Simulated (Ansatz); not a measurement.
**Ti3SiC2: pressure 5 GPa**

The reference is Ti$_{3}$SiC$_{2}$ (space group P6_3/mmc, No. 194; a = 3.042 Å, c = 17.577 Å).

The change: a hydrostatic pressure of 5 GPa.

Method: PBEsol, PAW, 420 eV (Ansatz, a program for electronic structure; scalar-relativistic without spin-orbit coupling). Γ-centred 14×14×3 mesh, Fermi–Dirac width 0.05 eV.

| quantity | base | changed | shift |
|---|---|---|---|
| volume per atom | 11.74 Å³ | 11.46 Å³ | -0.28 Å³ |
| density | 4.61 g/cm³ | 4.73 g/cm³ | +0.113 g/cm³ |
| c/a ratio | 5.777 | 5.779 | +0.0014 |
| shortest interatomic distance | 2.074 Å | 2.062 Å | -0.012 Å |
| enthalpy H = E + PV relative to the base's energy | – | +0.36 eV/atom | – |
| band gap | zero | zero | – |

Cost of the whole job for the changed cell (relaxation, final SCF and bands): very roughly 110 core-seconds.

Load acts through the strain it causes; cell and atoms are relaxed under it. Stability against distortions was not tested. Competing high-pressure phases were not computed. All final runs are without spin polarisation.
